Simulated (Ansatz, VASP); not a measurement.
# V: VASP beside Ansatz

Contents of INCAR:

```
SYSTEM = V
PREC = Accurate
ENCUT = 520
EDIFF = 1E-6
ISMEAR = -1
SIGMA = 0.05
LREAL = .FALSE.
LASPH = .TRUE.
NELM = 80
ALGO = Normal
ISIF = 2
LWAVE = .FALSE.
LCHARG = .FALSE.
GGA = PE
NBANDS = 12
```

KPOINTS

```
Automatic mesh
0
G
  17 17 15
  0 0 0
```

Contents of POSCAR:

```
V
1.0
    2.1282738622      0.0000000000      0.0000000000
   -1.0641369311      1.8431392309      0.0000000000
    0.0000000000      0.0000000000      1.9909136495
V
1
Direct
    0.0000000000      0.0000000000      0.0000000000
```

Input for Ansatz:

```yaml
crystal:
  lattice:
    - [2.1282738622, 0.0, 0.0]
    - [-1.0641369311, 1.8431392309, 0.0]
    - [0.0, 0.0, 1.9909136495]
  atoms:
    - { symbol: V, position: [0.0, 0.0, 0.0] }
kpoints:
  mp_grid: { grid: [17, 17, 15] }
scf:
  occupations: { method: fermi_dirac, width: 0.05 }
hamiltonian:
  xc: pbe
  pseudopotentials: { kind: all_electron, lapw: { basis_error: 0.001 } }
output:
  forces: true
  stress: true
  eigenvalues: true
  populations: true
```

Change from the starting cell: volume scaled by 0.55, LAPW.

Alike in both runs: task single point; functional PBE; k mesh 17 × 17 × 15; occupations fermi-dirac, width 0.05 eV; no spin polarisation.

```csv
,VASP,Ansatz
version,VASP 6.6.1,Ansatz 0.2.0
potentials or method,"VASP PAW PBE potentials, release 64 (V_sv)","all-electron LAPW, scalar-relativistic"
plane-wave cutoff (eV),520,see its input
```

|  | VASP | Ansatz | Ansatz less VASP |
| --- | --- | --- | --- |
| pressure (GPa) | 291.7 | 280.3 | -11.38 |
| largest component of the traceless stress (GPa) | 5.50 | 0.32 | -5.176 |

Ansatz ran all-electron here, so the differences hold the error of VASP's frozen core and of both bases.

Caveats: the cell as given lies far from equilibrium; so large a pressure means that the cell lies far from this level's equilibrium, or that cutoff or potentials fall short (VASP).
